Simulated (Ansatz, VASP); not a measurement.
## One calculation of Rh, two programs

The input INCAR:

```
PREC = Accurate
ENCUT = 520
EDIFF = 1E-7
ISMEAR = -1
SIGMA = 0.05
LREAL = F
LASPH = T
NELM = 80
ALGO = Normal
ISIF = 2
LWAVE = F
LCHARG = F
GGA = PE
NBANDS = 22
```

The input KPOINTS:

```
Automatic mesh
0
Gamma
  11 11 6
```

POSCAR

```
Rh
1.0
    2.7126497715      0.0000000000      0.0000000000
   -1.3563248858      2.3492236138      0.0000000000
    0.0000000000      0.0000000000      4.3987667018
Rh
2
Direct
    0.3333333333      0.6666666667      0.2500000000
    0.6666666667      0.3333333333      0.7500000000
```

File input.yaml:

```yaml
crystal:
  lattice:
    - [2.7126497715, 0.0, 0.0]
    - [-1.3563248858, 2.3492236138, 0.0]
    - [0.0, 0.0, 4.3987667018]
  atoms:
    - { symbol: Rh, position: [0.3333333333, 0.6666666667, 0.25] }
    - { symbol: Rh, position: [0.6666666667, 0.3333333333, 0.75] }
kpoints:
  mp_grid: { grid: [11, 11, 6] }
scf:
  occupations: { method: fermi_dirac, width: 0.05 }
hamiltonian:
  xc: pbe
  pseudopotentials: { kind: all_electron, lapw: { basis_error: 0.0005 } }
output:
  forces: true
  stress: true
  eigenvalues: true
```

Change from the starting cell: volume scaled by 0.98.

Alike in both runs: task single point; functional PBE; k mesh 11 × 11 × 6; occupations fermi-dirac, width 0.05 eV; no spin polarisation.

|  | VASP | Ansatz |
| --- | --- | --- |
| version | VASP 6.6.1 | Ansatz 0.2.0 |
| potentials or method | VASP PAW PBE potentials, release 64 (Rh_pv) | all-electron LAPW, scalar-relativistic |
| plane-wave cutoff (eV) | 520 | see its input |

|  | VASP | Ansatz | Ansatz less VASP |
| --- | --- | --- | --- |
| gap on the k mesh at the Fermi level (eV) | none | none | - |
| pressure (GPa) | 1.6 | 1.5 | -0.08 |
| largest component of the traceless stress (GPa) | 0.80 | 0.81 | +0.016 |

A gap of «none» marks a metal or a gap that the smearing closes. Ansatz ran all-electron here, so the differences hold the error of VASP's frozen core and of both bases.
